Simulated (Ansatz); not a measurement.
# PbSe (Clausthalite) (Fm-3m) in Ansatz: notebook

One crystal, PbSe (Clausthalite), is run at these levels: PBE, BLYP; tasks: single point, relaxation of cell and atoms.

All numbers are computed with Ansatz 0.2.0; they aren't measurements. Logs are shortened: lines on timing, memory, paths and dates and some standing lists are left out, and cuts for length are marked.

**What was measured.**

A printed reference work, monograph reports, for a bulk crystal of PbSe at 4.2 K: band gap 0.15 eV (direct).

The runs below are set against these values where they give the same quantity.

## Step 1: Starting point

It takes space group Fm-3m (No. 225, cubic). The conventional cell has a = 6.121 Å, b = 6.121 Å, c = 6.121 Å, α = 90.00°, β = 90.00°, γ = 90.00°. Pb (site symmetry m-3m) has 6 Se at 3.06 Å as nearest neighbours. Around Se (site symmetry m-3m) lie 6 Pb at 3.06 Å.

## Step 2: Single point, PBE

Input file input.yaml:

```yaml
crystal:
  lattice:
    - [0.0, 3.06065, 3.06065]
    - [3.06065, 0.0, 3.06065]
    - [3.06065, 3.06065, 0.0]
  atoms:
    - { symbol: Pb, position: [0.0, 0.0, 0.0] }
    - { symbol: Se, position: [0.5, 0.5, 0.5] }
kpoints:
  mp_grid: { grid: [8, 8, 8] }
scf:
  occupations: { method: gaussian, width: 0.03 }
hamiltonian:
  xc: pbe
  pseudopotentials: { kind: all_electron, lapw: { basis_error: 0.001 } }
output:
  forces: true
  stress: true
  eigenvalues: true
```

Potentials or basis: all-electron LAPW, scalar-relativistic.

Command:

```bash
ansatz run input.yaml --threads 1 --pin off --max-ram 3072MiB --backend cpu --events-out ev --progress --plain --runs-dir out
```

The program printed:

```text
Warning: RAYON_NUM_THREADS=1 ignored (pool sized by the plan → 1); use --threads N
LAPW: plane waves up to 7.016 Å⁻¹, error target 1.0e-3 eV per atom; small_component_spin mean_spin; Se in spheres of 1.439 Å, 24 of its electrons in bands, Dirac shells []; Pb in spheres of 1.621 Å, 36 of its electrons in bands, Dirac shells [] (how accurate: hamiltonian.pseudopotentials.lapw.basis_error, Limitations)
Engine: ansatz 0.2.0, aarch64-unknown-linux-gnu
Pseudopotentials: kind: all_electron
Pseudopotential: Pb, LAPW, valence charge 36, lapw/all_electron/scalar/gaussian/Pb, Koelling and Harmon's equation, gaussian nucleus
Pseudopotential: Se, LAPW, valence charge 24, lapw/all_electron/scalar/gaussian/Se, Koelling and Harmon's equation, gaussian nucleus
Functional definition: PBE
  parameter kappa = 0.804
  parameter beta = 0.06672455060314922
  exchange = pbe_x(kappa = kappa, mu = beta*pi^2/3)
  correlation = pbe_c(beta = beta)
Crystal: 2 atoms, lattice volume = 57.342 Å³
Basis set: ecut = 187.54182827907107 eV, 331 PW (Γ), exchange–correlation at level 2
Bands: 36, of which v1, the nominal top of the filled ones, is band 30 counted from 1 (29 counted from 0)
Symmetry: 48 space group operations
Space group: Fm-3m (ITA 225), of the structure as read, at distance tolerance 3.9e-5 Å
k-points: 29 of 512
Non-local potential: Pb, projectors of the file, none
Non-local potential: Se, projectors of the file, none
Initial density: superposition of atomic densities (chi_scale 0.1, normalization cell, long waves kept (reshape's long-wave potential 0.00 eV rms))
Initial wavefunctions: plane waves of lowest kinetic energy (no species holds an atomic orbital)
Functional: x = pbe(κ = 0.804, μ = 0.2195149727645171), c = pbe(β = 0.06672455060314922)
iter 1 solved again at ethr=1.42e-3 eV; its pass at ethr=1.00e-1 eV (dr2=8.50e-1 eV) is discarded
SCF iter   1: F=—  HF=-634193.660623 eV  |F-HF|=—  |Δ(HF+E_count)|=         —  Δρ=2.48e-2  dr2=8.50e-1  ethr=1.42e-3  ⟨swp⟩=2.0  Hψ=6418  notcnv=0
preconditioner: auto → none  [insulator: Δε(μ)=0.591 eV  Ē_g=16.883 eV  σ=0.030 eV  W_gap=1.00  n_scr=14 (ndim 8)  ℏωp=21.9 eV  f_vac=0.122  D(μ)=0.00/eV (n_scr^D=0)  ε∞_Penn≈2.7]
iter 2 solved again at ethr=2.97e-5 eV; its pass at ethr=1.42e-3 eV (dr2=1.78e-2 eV) is discarded
SCF iter   2: F=—  HF=-634193.403926 eV  |F-HF|=—  |Δ(HF+E_count)|=   2.57e-1  Δρ=5.32e-3  dr2=1.78e-2  ethr=2.97e-5  ⟨swp⟩=2.0  Hψ=5502  notcnv=0
SCF iter   3: F=—  HF=-634193.371549 eV  |F-HF|=—  |Δ(HF+E_count)|=   3.24e-2  Δρ=3.31e-3  dr2=1.11e-2  ethr=2.97e-5  ⟨swp⟩=2.9  Hψ=3315  notcnv=0
SCF iter   4: F=—  HF=-634193.373281 eV  |F-HF|=—  |Δ(HF+E_count)|=   1.73e-3  Δρ=9.01e-4  dr2=6.69e-4  ethr=1.84e-5  ⟨swp⟩=2.0  Hψ=3157  notcnv=0
SCF iter   5: F=—  HF=-634193.373533 eV  |F-HF|=—  |Δ(HF+E_count)|=   2.53e-4  Δρ=1.18e-4  dr2=8.81e-6  ethr=1.12e-6  ⟨swp⟩=2.5  Hψ=3122  notcnv=0
SCF iter   6: F=—  HF=-634193.373547 eV  |F-HF|=—  |Δ(HF+E_count)|=   1.31e-5  Δρ=2.01e-5  dr2=3.55e-7  ethr=1.47e-8  ⟨swp⟩=3.0  Hψ=3220  notcnv=0
SCF iter   7: F=-634193.373546 eV  HF=-634193.373546 eV  |F-HF|=6.17e-9  |Δ(HF+E_count)|=   1.88e-7  Δρ=5.90e-6  dr2=3.39e-8  ethr=5.92e-10  ⟨swp⟩=3.0  Hψ=3208  notcnv=0
SCF 1 converged in 7 iterations: F = -634193.373546 eV  dr2 = 3.39e-8
SCF converged after 7 iterations
Free energy (F): -634193.373546 eV
Harris-Foulkes:  -634193.373546 eV  (|F-HF|=6.17e-9)
Internal energy: -634193.373546 eV  (E = F + TS)
E sigma→0 (E₀):  -634193.373546 eV
Fermi energy:    11.907374 eV
--- Per-component energies (eV) ---
  E_band       = -3853.930128
  E_kinetic    = 722667.290124
  E_xc         = -12976.429244
  E_electrostatic = -1343884.234426  (all electrons and nuclei)
  E_smearing   = -0.000000  (= −TS)
  E_closure    = 0.000000  (closes the sum)
  E_atoms      = -634185.215359  (free atoms, spherical and without spin; not in F)
  Σ components = -634193.373546   (vs F -634193.373546, Δ=0.00e0)
  Basis errors (estimates in eV, not in F): energy 3.6e-4 per atom: plane waves 3.3e-4 (1.8e-4 summed), levels above the bands 0.0e0, relativity 5.8e-8, radial functions 2.4e-5, core shells 1.4e-8; eigenvalues (radial functions only) 3.9e-6; not estimated: angular momenta, meshes, grids; target (lapw.basis_error) 1.0e-3; muffin-tin radii Se 1.439 Å, Pb 1.621 Å
--- Forces (eV/Å), atoms counted from 1 ---
  atom   1  Pb    -0.00000000     0.00000000     0.00000000
  atom   2  Se     0.00000000    -0.00000000     0.00000000
  max |Σ_I F_I| component: 1.42e-30 eV/Å
--- Stress (GPa, compression-positive) ---
        2.430226       0.000000      -0.000000
        0.000000       2.430226       0.000000
       -0.000000       0.000000       2.430226
  P = ⅓ Tr σ = 2.4302 GPa (24.302 kbar)
--- Band table (eV; the first three rows and the last of 29) ---
  k-point 0: bands = ["-195.7869", "-135.2535", "-135.2535", "-135.2535", "-127.7336", "-116.7616", "-116.7592", "-116.7592", "-116.7592", "-116.7572", "-116.7572", "-116.7572", "-69.5784", "-69.5784", "-69.5784", "-35.4680", "-35.4680", "-35.4658", "-35.4658", "-35.4658", "-5.0874", "-5.0874", "-5.0874", "-5.0837", "-5.0837", "-1.8378", "5.4636", "9.8776", "9.8776", "9.8776", "16.4714", "16.4714", "16.4714", "18.2802", "18.2802", "18.2802"]
  k-point 1: bands = ["-195.7869", "-135.2535", "-135.2535", "-135.2535", "-127.7336", "-116.7616", "-116.7592", "-116.7592", "-116.7592", "-116.7572", "-116.7572", "-116.7572", "-69.5784", "-69.5784", "-69.5784", "-35.4680", "-35.4680", "-35.4658", "-35.4658", "-35.4658", "-5.0882", "-5.0882", "-5.0868", "-5.0816", "-5.0816", "-1.7197", "5.0685", "9.9186", "9.9186", "10.1554", "15.4091", "15.7954", "15.7954", "18.0995", "18.6239", "18.6239"]
  k-point 2: bands = ["-195.7869", "-135.2535", "-135.2535", "-135.2535", "-127.7336", "-116.7616", "-116.7592", "-116.7592", "-116.7592", "-116.7572", "-116.7572", "-116.7572", "-69.5784", "-69.5784", "-69.5784", "-35.4680", "-35.4680", "-35.4658", "-35.4658", "-35.4658", "-5.0966", "-5.0966", "-5.0856", "-5.0703", "-5.0703", "-1.3954", "4.1972", "10.0384", "10.0384", "10.7131", "13.9222", "14.6725", "14.6725", "18.2917", "19.4897", "19.4897"]
  k-point 28: bands = ["-195.7869", "-135.2535", "-135.2535", "-135.2535", "-127.7336", "-116.7616", "-116.7592", "-116.7592", "-116.7592", "-116.7572", "-116.7572", "-116.7572", "-69.5784", "-69.5784", "-69.5784", "-35.4681", "-35.4680", "-35.4658", "-35.4658", "-35.4657", "-5.1752", "-5.0841", "-5.0750", "-5.0750", "-5.0427", "-0.3758", "3.7535", "7.5275", "7.5275", "10.9643", "13.6488", "16.7073", "16.7073", "19.4897", "19.4897", "23.5775"]
```

It took 8.3 s on 1 thread of Arm Neoverse V1, shared host; peak memory 0.29 GiB.

What came out:

```
Free energy            : -634193.3735 eV
Pressure               : 2.4 GPa
Band gap on the k mesh : 0.28 eV, direct
```

Caveat: spin-orbit coupling is left out, which as a rule narrows the gap of such compounds by several tenths of an eV.

## Step 3: Single point, PBE

input.yaml, as its differences from that of step 2:

```diff
@@ -11,3 +11,3 @@
 scf:
-  occupations: { method: gaussian, width: 0.03 }
+  occupations: { method: gaussian, width: 0.025 }
 hamiltonian:
```

Potentials or basis: all-electron LAPW, scalar-relativistic.

Command:

```bash
ansatz run input.yaml --threads 1 --pin off --max-ram 3072MiB --backend cpu --events-out ev --progress --plain --runs-dir out
```

Wall time 8.4 s (1 thread of Arm Neoverse V1, shared host); peak memory 0.29 GiB.

Results (log left out):

| Item | Value |
| --- | --- |
| Free energy | -634193.3735 eV |
| Pressure | 2.4 GPa |
| Band gap on the k mesh | 0.28 eV, direct |

Levels at points of the mesh, in eV from the valence-band top:
```tsv
k point	band 26	band 27	band 28	band 29	band 30	band 31	band 32	band 33	band 34	band 35
(0.00, 0.00, 0.00)	-13.60	-6.30	-1.89	-1.89	-1.89	4.71	4.71	4.71	6.52	6.52
(0.00, 0.00, -0.50)	-12.54	-8.80	-1.48	-1.48	0.00	0.28	1.69	1.69	8.54	10.17
(0.00, -0.50, -0.50)	-12.17	-7.38	-4.99	-3.24	-3.24	3.69	5.60	5.60	6.04	11.33
```

Caveat: spin-orbit coupling is left out, which as a rule narrows the gap of such compounds by several tenths of an eV.

## Step 4: Relaxation of cell and atoms, BLYP

input.yaml, as its differences from that of step 3:

```diff
@@ -11,5 +11,5 @@
 scf:
-  occupations: { method: gaussian, width: 0.025 }
+  occupations: { method: fermi_dirac, width: 0.05 }
 hamiltonian:
-  xc: pbe
+  xc: blyp
   pseudopotentials: { kind: all_electron, lapw: { basis_error: 0.001 } }
@@ -18,2 +18,5 @@
   stress: true
-  eigenvalues: true
+relax:
+  f_tol: 0.005
+  max_steps: 60
+  cell: {}
```

Command:

```bash
ansatz run input.yaml --threads 1 --pin off --max-ram 3072MiB --backend cpu --events-out ev --progress --plain --runs-dir out
```

Run time: 31 s. Hardware: 1 thread of Arm Neoverse V1, shared host; peak memory 0.32 GiB.

Results (log left out):

* Free energy: -634232.8620 eV
* Relaxed volume: 32.11 Å³/atom
* Relaxed cell: a = 4.495 Å, b = 4.495 Å, c = 4.495 Å, α = 60.00°, β = 60.00°, γ = 60.00°
* Space group after relaxing (to 0.05 Å): Fm-3m (No. 225)
* Energy gained by relaxing: 57.1 meV/atom
* Ionic steps: 5
* Pressure after relaxing: 0.0 GPa
* Band gap on the k mesh: 0.69 eV

The path:
```
step  energy change (eV)  largest force (eV/Å)  volume (Å³)
   1              0.0000                0.0000        57.34
   2             -0.1075                0.0000        66.14
   3             -0.1140                0.0000        64.59
   4             -0.1142                0.0000        64.23
   5             -0.1142                0.0000        64.23
```

Final structure:
```cif
data_structure
_symmetry_space_group_name_H-M 'P 1'
_symmetry_Int_Tables_number 1
_cell_length_a 4.4951
_cell_length_b 4.4951
_cell_length_c 4.4951
_cell_angle_alpha 60.000
_cell_angle_beta 60.000
_cell_angle_gamma 60.000
_cell_volume 64.23
loop_
_atom_site_label
_atom_site_type_symbol
_atom_site_fract_x
_atom_site_fract_y
_atom_site_fract_z
_atom_site_occupancy
Pb1 Pb 0.00000 0.00000 0.00000 1
Se1 Se 0.50000 0.50000 0.50000 1
```

Caveat: spin-orbit coupling is left out, which as a rule narrows the gap of such compounds by several tenths of an eV; the volume moved by +12 % from the deposited cell, more than functionals usually miss.

## Step 5: Overview

| task | level | cell | cutoff (eV) | smearing | gap on the mesh (eV) | pressure (GPa) |
| --- | --- | --- | --- | --- | --- | --- |
| single point | PBE | as given | 188 | gaussian 0.03 eV | 0.28 | 2.4 |
| single point | PBE | as given | 188 | gaussian 0.025 eV | 0.28 | 2.4 |
| relaxation of cell and atoms | BLYP | relaxed | - | fermi-dirac 0.05 eV | 0.69 | 0.0 |

Alike in all rows: potentials or basis all-electron LAPW, scalar-relativistic; no spin polarisation; k mesh 8 × 8 × 8; basis error allowed 0.001 eV/atom.

Caveats: spin-orbit coupling is left out, which as a rule narrows the gap of such compounds by several tenths of an eV; the volume moved by +12 % from the deposited cell, more than functionals usually miss (some runs).

Compare energies only between runs with the same functional and basis.

## Step 6: Comparison with measurements

Step 2. Measured gap of PbSe: 0.15 eV (direct; 4.2 K; a printed reference work, monograph). This calculation gives 0.28 eV (+0.13 eV). 2 values of this kind are on record (0.15 to 0.28 eV); this one was drawn at random. Spin-orbit coupling on Pb, Se is left out. The value is that of PBE on a finite k mesh, which can miss the band edges, without temperature or zero-point motion.

Step 3. Against the measured gap of PbSe, 0.15 eV (direct; 4.2 K; a printed reference work, monograph), the calculated 0.28 eV is off by +0.13 eV. 2 values of this kind are on record (0.15 to 0.28 eV); this one was drawn at random. Spin-orbit coupling on Pb, Se is left out. The value is that of PBE on a finite k mesh, which can miss the band edges, without temperature or zero-point motion.

Step 4. The cell as given is a measured one (28.67 Å³/atom); BLYP puts the equilibrium volume +12.0 % from it, thermal expansion not counted.
